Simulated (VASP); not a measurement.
Crystal: KF (Carobbiite).

```
K F
1.0
     0.00000    2.65497    2.65497
     2.65497    0.00000    2.65497
     2.65497    2.65497    0.00000
K F
1 1
Direct
  0.00000 0.00000 0.00000
  0.50000 0.50000 0.50000
```

Base run:

| Item | Value |
| --- | --- |
| Program | VASP 6.6.1 |
| Functional | PBE |
| Potentials or basis | VASP PAW PBE potentials, release 64 (K_sv, F) |
| Cutoff | 520 eV |
| k mesh | 10 × 10 × 10 |
| Occupations | gaussian, width 0.03 eV |
| Spin | no spin polarisation |

Its results: band gap on the k mesh 6.27 eV, direct.

Q: After a change of settings the same cell gave: band gap on the k mesh 10.30 eV, direct. Which change was it?
A. functional from PBE to TB-mBJ; further incar settings from ALGO = Normal; EDIFF = 1e-07; NBANDS = 56 to ALGO = Normal; EDIFF = 1e-07
B. functional from PBE to r2SCAN; further incar settings from ALGO = Normal; EDIFF = 1e-07; NBANDS = 56 to ALGO = Normal; EDIFF = 1e-07
C. further incar settings from ALGO = Normal; EDIFF = 1e-07; NBANDS = 56 to ALGO = Normal; EDIFF = 1e-07

A: A.
